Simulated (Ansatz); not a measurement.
## Starting-point dependence of the GW gap of BaTiO3 (Pm-3m)

Aim: G0W0 for BaTiO3 (Pm-3m) on several starting functionals, at one mesh, band count and screening cutoff.

Calculated with Ansatz 0.2.0; G0W0 on several functionals, plane waves, PAW.

**1. The starting structure**

Symmetry: Pm-3m, No. 221, cubic system. Conventional cell: a = 4.006 Å, b = 4.006 Å, c = 4.006 Å, α = 90.00°, β = 90.00°, γ = 90.00°. Nearest to Ba lie 12 O at 2.83 Å. Nearest to Ti lie 6 O at 2.00 Å. O has 2 Ti at 2.00 Å and 4 Ba at 2.83 Å nearest. Farther neighbours and most contacts between anions are not listed.

The cell and positions come from the Crystallography Open Database and are kept as given unless a step says otherwise. Spin-orbit coupling is left out unless a step names it. The default PAW set here is soft_1. Its files were made with PBE; for other functionals the partial waves and projectors stay those of PBE.

**2. G0W0 on LDA**

Now the one-shot GW correction: screening in the RPA, then the self-energy of the levels asked for.

This step: G0W0 on LDA, plane waves, PAW.

Input file input.yaml:

```yaml
crystal:
  lattice:
    - [4.006, 0.0, 0.0]
    - [0.0, 4.006, 0.0]
    - [0.0, 0.0, 4.006]
  atoms:
    - { symbol: Ba, position: [0.5, 0.5, 0.5] }
    - { symbol: Ti, position: [0.0, 0.0, 0.0] }
    - { symbol: O, position: [0.5, 0.0, 0.0] }
    - { symbol: O, position: [0.0, 0.5, 0.0] }
    - { symbol: O, position: [0.0, 0.0, 0.5] }
kpoints:
  mp_grid: { grid: [4, 4, 4] }
hamiltonian:
  xc: lda
  pseudopotentials: { kind: paw, azcp: { folder: "./paw" } }
scf:
  occupations: { method: fixed }
gw:
  n_empty_bands: 236
  ecut_chi: 138
  qp_bands: [v2, c2]
  qp_kpoints: band_edges
  screening: { model: contour_deformation }
```

Launch:

```sh
ansatz run input.yaml --threads 3 --pin off --max-ram 92160MiB --backend cuda --events-out ev --progress --plain --runs-dir out --devices 1 --max-vram 13GiB
```

Numbers of over 12 decimals in the logs are rounded to 6 here.

What it wrote:

```text
Warning: <dir> the record states the generating functional pbe (its physics header spells it `PBE`), which answers neither for hamiltonian.xc's functional nor for the lda family's — results may be inconsistent (PPs are generated against a specific XC)
Warning: <dir> the record states the generating functional pbe (its physics header spells it `PBE`), which answers neither for hamiltonian.xc's functional nor for the lda family's — results may be inconsistent (PPs are generated against a specific XC)
Warning: <dir> the record states the generating functional pbe (its physics header spells it `PBE`), which answers neither for hamiltonian.xc's functional nor for the lda family's — results may be inconsistent (PPs are generated against a specific XC)
GPUs: using 1 of 1 available (devices: 1).
Engine: ansatz 0.2.0, x86_64-unknown-linux-gnu
Pseudopotentials: kind: paw
Pseudopotential: Ba, paw, valence charge 10, recommended cutoff 420 eV (normal), <dir>
Pseudopotential: Ti, paw, valence charge 12, recommended cutoff 420 eV (normal), <dir>
Pseudopotential: O, paw, valence charge 6, recommended cutoff 420 eV (normal), <dir>
Functional definition: SPW92
  exchange = slater_x
  correlation = pw_c
device memory: the entry about to start is reckoned to put 0.6 GiB on a device that reports 68.0 GiB free (of which the cap on the GPU budget leaves the run 13.0 GiB)
GPU FFT provider: cuFFT
GPU libraries: cuBLAS 13.8.2, cuFFT 12.4.0, cuSOLVER 12.3.4
Crystal: 5 atoms, lattice volume = 64.288 Å³
Basis set: ecut = 420 eV, 1237 PW (Γ)
Bands: 25, of which v1, the nominal top of the filled ones, is band 20 counted from 1 (19 counted from 0)
Symmetry: 48 space group operations
Space group: Pm-3m (ITA 221), of the structure as read, at distance tolerance 4.0e-5 Å
k-points: 10 of 64
Non-local potential: Ba, projectors of the file, l = 0: 3, l = 1: 2, l = 2: 2, l = 3: 2
Non-local potential: Ti, projectors of the file, l = 0: 3, l = 1: 2, l = 2: 3, l = 3: 1
Non-local potential: O, projectors of the file, l = 0: 2, l = 1: 2, l = 2: 1
PAW form: soft (Blöchl's): semilocal exchange-correlation on the pseudo side does not see the compensation charge
PAW frozen core: Ba, regenerated for the run's functional, and the local potential with it (the file was generated under x = pbe(κ = 0.804, μ = 0.219515), c = pbe(β = 0.066725))
PAW frozen core: Ti, regenerated for the run's functional, and the local potential with it (the file was generated under x = pbe(κ = 0.804, μ = 0.219515), c = pbe(β = 0.066725))
PAW frozen core: O, regenerated for the run's functional, and the local potential with it (the file was generated under x = pbe(κ = 0.804, μ = 0.219515), c = pbe(β = 0.066725))
PAW one-centre angular grid: Ba, 194 points (default); XC on 64 Gauss nodes
PAW one-centre angular grid: Ti, 590 points (default); XC on 64 Gauss nodes
PAW one-centre angular grid: O, 110 points (default); XC on 64 Gauss nodes
Initial density: superposition of atomic densities (chi_scale 0.1, normalization cell, long waves kept (reshape's long-wave potential 0.00 eV rms))
Initial wavefunctions: pseudopotential atomic-orbital guess
GPU buffer pool allocated for 19683 grid points (all kernels)
GPU transforms: local potential and band sums: pruned to the plane-wave sphere, on 27×27×27
Functional: x = slater, c = lda
SCF iter   1: F=—  HF=-9905.088553 eV  |F-HF|=—  |Δ(HF+E_count)|=         —  Δρ=5.74e-2  dr2=2.24e0  ethr=3.10e-3  ⟨swp⟩=4.5  Hψ=958  notcnv=0  defer=19
preconditioner: auto → Resta (q_TF=auto, 2.521 Å⁻¹)  ε∞=5.9  [insulator: Δε(μ)=2.099 eV  Ē_g=11.403 eV  n_scr=18 (ndim 8)  ℏωp=25.4 eV  f_vac=0.000  ε∞_Penn≈5.9]
SCF iter   2: F=—  HF=-9904.616200 eV  |F-HF|=—  |Δ(HF+E_count)|=   4.72e-1  Δρ=2.27e-2  dr2=4.69e-1  ethr=3.10e-3  ⟨swp⟩=2.7  Hψ=509  notcnv=0  defer=11
SCF iter   3: F=—  HF=-9904.532447 eV  |F-HF|=—  |Δ(HF+E_count)|=   8.38e-2  Δρ=1.09e-2  dr2=7.81e-2  ethr=1.17e-3  ⟨swp⟩=2.1  Hψ=415  notcnv=0  defer=20
SCF iter   4: F=—  HF=-9904.525278 eV  |F-HF|=—  |Δ(HF+E_count)|=   7.17e-3  Δρ=9.76e-3  dr2=6.53e-2  ethr=1.95e-4  ⟨swp⟩=3.2  Hψ=557  notcnv=0  defer=21
SCF iter   5: F=—  HF=-9904.513022 eV  |F-HF|=—  |Δ(HF+E_count)|=   1.23e-2  Δρ=1.48e-3  dr2=1.07e-3  ethr=1.63e-4  ⟨swp⟩=2.1  Hψ=360  notcnv=0  defer=23
SCF iter   6: F=—  HF=-9904.513111 eV  |F-HF|=—  |Δ(HF+E_count)|=   8.86e-5  Δρ=1.86e-4  dr2=2.38e-5  ethr=2.67e-6  ⟨swp⟩=2.0  Hψ=382  notcnv=0  defer=25
SCF iter   7: F=—  HF=-9904.513108 eV  |F-HF|=—  |Δ(HF+E_count)|=   2.49e-6  Δρ=5.07e-5  dr2=1.39e-6  ethr=5.96e-8  ⟨swp⟩=2.0  Hψ=388  notcnv=0  defer=11
SCF iter   8: F=-9904.513108 eV  HF=-9904.513108 eV  |F-HF|=1.90e-8  |Δ(HF+E_count)|=   1.70e-7  Δρ=8.45e-6  dr2=3.70e-8  ethr=2.50e-10  ⟨swp⟩=6.2  Hψ=1133  notcnv=0
SCF 1 converged in 8 iterations: F = -9904.513108 eV  dr2 = 3.70e-8
  greatest PAW one-centre occupation: 0.998 electrons in one spin orbital (limit 2), on the Ti atom at site 1 (counted from 0), in its partial waves of l = 0
device memory: the entry about to start is reckoned to put 0.7 GiB on a device that reports 65.4 GiB free (of which the cap on the GPU budget leaves the run 13.0 GiB)
NSCF: frozen V_eff on 10 k-points, pencils in batches of 32, up to order 100
the band table was solved once the SCF had ended and its energy, with any forces and stress, was formed, with the checks that follow a solve (1140 applications of the Hamiltonian). They found nothing against the state; the energy, forces and stress were not computed again (output.eigenvalues in the input reference)
device memory: the entry about to start is reckoned to put 3.7 GiB on a device that reports 65.0 GiB free (of which the cap on the GPU budget leaves the run 13.0 GiB)
NSCF: frozen V_eff on 10 k-points
G₀W₀ screening: q 1/10
[... further progress lines ...]
SCF converged after 8 iterations
Free energy (F): -9904.513108 eV
Harris-Foulkes:  -9904.513108 eV  (|F-HF|=1.90e-8)
Internal energy: -9904.513108 eV  (E = F + TS)
E sigma→0 (E₀):  -9904.513108 eV
Fermi energy:    9.856100 eV
--- Per-component energies (eV) ---
  E_band       = -153.066604
  E_kinetic    = 940.456859
  E_local      = -2180.027709  (includes V_loc(G=0)·N_el)
  E_nonlocal   = 319.989241
  E_hartree    = 830.840260
  E_xc         = -525.651160
  E_vxc        = -548.746229  (∫ρ·V_xc dr)
  E_paw        = -6472.615824  (= ΣΔE_a)
  E_vpaw       = -346.427016  (= ΣTr[D̂ρ^β])
  E_aug_tail   = 0.002194  (compensation charges beyond the density's cutoff)
  E_ewald      = -2818.406203
  E_core_change = 0.899235  (= ΣΔE_core)
  E_smearing   = -0.000000  (= −TS)
  E_closure    = 0.000000  (closes the sum)
  Σ components = -9904.513108   (vs F -9904.513108, Δ=0.00e0)
--- Band table (eV; the first three rows and the last of 10) ---
  k-point 0: bands = [... 16 lower, 8.7357, 9.7565, 9.7565, 9.7565, 11.5618, 11.5618, 11.5618, 13.8266, ... 1 higher]
  k-point 1: bands = [... 16 lower, 8.3108, 8.6488, 9.4218, 9.4218, 11.6257, 12.5395, 12.5395, 13.8298, ... 1 higher]
  k-point 2: bands = [... 16 lower, 8.0177, 8.0177, 9.1815, 9.1815, 11.6922, 13.3290, 13.3290, 13.8324, ... 1 higher]
  k-point 9: bands = [... 16 lower, 7.5032, 9.8561, 9.8561, 9.8561, 14.0133, 14.0133, 14.0133, 16.6269, ... 1 higher]
--- G₀W₀: contour deformation, 7 samples at zero and on the imaginary axis and 1 off it, 64 q-points, 236 empty bands' worth ---
  eigenvalues of the whole cell's RPA ε∞ on this k-mesh (on a slab, of 1 + 4πα/V) = 7.2753, 7.2753, 7.2753; static W/v taken at q = 0 is 0.137451
  bands read: the sum over 256 bands ends inside a degenerate multiplet in 3 slots, whose members it reads at an even weight; the widest, k=0: bands 256 to 258 (counted from 1) at 1/3 each
  gw.qp_kpoints: band_edges: 9 of 10 stored k-points solved, in 1 pass; an edge of the gap read off the rows below is read off those points alone
    valence top: of the k-points left out ik 6 came nearest to being solved in a further pass, in band 20 (counted from 1, as in the quasiparticle table): it holds the edge there only if its correction is more favourable than any solved in that band by at least 0.592 eV; those differ by 0.042 eV
    conduction bottom: of the k-points left out ik 6 came nearest to being solved in a further pass, in band 21 (counted from 1, as in the quasiparticle table): it holds the edge there only if its correction is more favourable than any solved in that band by at least 1.361 eV; those differ by 0.098 eV
    ik  band        ε_KS         Σx   Σc(E_QP)       V_xc       Z   E_QP_lin       E_QP  E_QP is
     0    19      9.7565   -25.9675     4.3940   -21.4175  0.7165     9.6000     9.6005  root
     0    20      9.7565   -25.9675     4.3940   -21.4175  0.7165     9.6000     9.6005  root
     0    21     11.5618   -12.5990    -6.6407   -20.5984  0.7269    12.9732    12.9205  root
     0    22     11.5618   -12.5990    -6.6407   -20.5984  0.7269    12.9732    12.9205  root
     1    19      9.4218   -25.6261     4.3455   -21.1231  0.7138     9.2637     9.2642  root
     1    20      9.4218   -25.6261     4.3455   -21.1231  0.7138     9.2637     9.2642  root
     1    21     11.6257   -12.7243    -6.7371   -20.8368  0.7242    13.0565    13.0010  root
     1    22     12.5395   -14.1745    -6.5792   -22.0654  0.7031    13.9087    13.8512  root
     2    19      9.1815   -25.6901     4.5399   -20.9555  0.7116     8.9859     8.9869  root
     2    20      9.1815   -25.6901     4.5399   -20.9555  0.7116     8.9859     8.9869  root
     2    21     11.6922   -12.8630    -6.8412   -21.0970  0.7212    13.1437    13.0850  root
     2    22     13.3290   -14.8060    -7.1879   -23.3066  0.6778    14.7169    14.6416  root
     3    19      8.9299   -24.9849     4.0866   -20.7639  0.7118     8.7951     8.7955  root
     3    20      9.4080   -25.3845     4.5403   -20.6680  0.7054     9.2311     9.2319  root
     3    21     12.4940   -13.9799    -6.6850   -21.9920  0.7045    13.8799    13.8210  root
     3    22     12.6342   -14.3279    -6.7000   -22.3492  0.6989    14.0163    13.9555  root
     4    19      8.7763   -24.8094     4.6075   -20.0022  0.6969     8.5754     8.5766  root
     4    20      9.3796   -25.1147     4.6212   -20.3121  0.7020     9.1973     9.1982  root
     4    21     12.5924   -14.1633    -6.7916   -22.2906  0.7001    13.9899    13.9280  root
     4    22     13.3381   -14.7711    -7.2544   -23.3415  0.6771    14.7308    14.6541  root
     5    19      9.0241   -25.1245     4.6230   -20.2774  0.7023     8.7986     8.8000  root
     5    20      9.8076   -25.6318     4.7111   -20.7533  0.7050     9.6395     9.6402  root
     5    21     13.3485   -14.7587    -7.3032   -23.3810  0.6766    14.7449    14.6676  root
     5    22     13.3485   -14.7587    -7.3032   -23.3810  0.6766    14.7449    14.6676  root
[...]
8    19      9.3484   -25.1416     4.6933   -20.2555  0.7017     9.1546     9.1556  root
     8    20      9.8321   -25.6920     4.7114   -20.8200  0.7051     9.6709     9.6715  root
     8    21     13.6534   -14.7073    -7.5576   -23.5723  0.6685    15.0421    14.9609  root
     8    22     13.6534   -14.7073    -7.5576   -23.5723  0.6685    15.0421    14.9609  root
     9    19      9.8561   -25.7547     4.7121   -20.8898  0.7053     9.7028     9.7033  root
     9    20      9.8561   -25.7547     4.7121   -20.8898  0.7053     9.7028     9.7033  root
     9    21     14.0133   -14.6990    -7.9830   -23.9769  0.6531    15.3939    15.3081  root
     9    22     14.0133   -14.6990    -7.9830   -23.9769  0.6531    15.3939    15.3081  root
```

Elapsed: 17 s, on 1 × NVIDIA H100 80GB HBM3 (shared by 6 runs) with 3 threads of AMD EPYC 7R13 (Zen 3), shared host; peak memory 1.2 GiB.

This step gave:

- bands summed: 256
- RPA ε∞ on this mesh (eigenvalues): 7.275, 7.275, 7.275
- plane waves in the screening matrix: 251
- q-points in the mesh: 64
- G0W0 gap on the mesh: 3.217 eV
- k of the valence top: -0.5, -0.5, -0.5
- k of the conduction bottom: 0, 0, 0
- starting gap on the mesh: 1.706 eV
- Z at the valence top: 0.7053
- Z at the conduction bottom: 0.7269
- least direct G0W0 gap on the computed points: 3.320 eV

The gap on the mesh goes from 1.71 eV to 3.22 eV, a correction of +1.51 eV. Between the two edge states, bare exchange in place of the xc potential would open the gap by 12.86 eV, and correlation takes back 11.35 eV.

[end of part 1 of 2]

[Paths, hosts, dates, memory and timing lines, banners, echoed tables and standing remarks are left out of the program output.]

[Logs are printed without paths, hosts, clocks, repeated set-up lines and the standing remarks that a program may print on its own settings, such as how far it seeks lower states.]

[Runs of the session that timed out or met a known fault of the program may be left out.]

[Cells called generated may have been cut or substituted from an entry of the Crystallography Open Database or the Materials Project.]

[Hosts, paths, dates, database ids (printed as entryN), source tags and the programs' standing remarks are cut or masked in the printed files.]
